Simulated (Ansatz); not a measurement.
Crystal: TiO.

```
Ti O
1.0
     4.98909    0.00000    0.00000
    -2.49454    4.32068    0.00000
     0.00000    0.00000    2.87331
Ti O
3 3
Cartesian
  0.0000 0.0000 0.0000
  0.0000 2.8805 1.4367
  2.4945 1.4402 1.4367
  -0.9839 1.7043 0.0000
  1.9679 0.0000 0.0000
  1.5106 2.6164 0.0000
```

The cell comes from a database or a generator and needn't be the stable form of this composition.

Base run:

* Program: Ansatz 0.2.0
* Functional: PBEsol
* Potentials or basis: Ansatz PAW
* Cutoff: 420 eV
* Density cutoff: 1680 eV
* k mesh: 6 × 6 × 9
* Occupations: fermi-dirac, width 0.05 eV
* Spin: no spin polarisation
* Hubbard terms: Ti d U = 8 eV

Its results: pressure 30.2 GPa; largest force 0.807 eV/Å.

Problem. The run is repeated on the same cell with these changes: hubbard terms from Ti d U = 8 eV to Ti d U = 4 eV. What comes out?

Solution. Pressure 0.5 GPa; largest force 0.094 eV/Å.

Caveats: U without spin polarisation on a metal has little footing; the PAW data sets come from PBE, with cores solved anew for the run's functional, which leaves a small shift of forces and pressure; a pressure of tens of GPa on the cell as given is suspect, and the run, the potentials or the cell itself is likely at fault (some runs).

Not every run made on this cell is shown here.
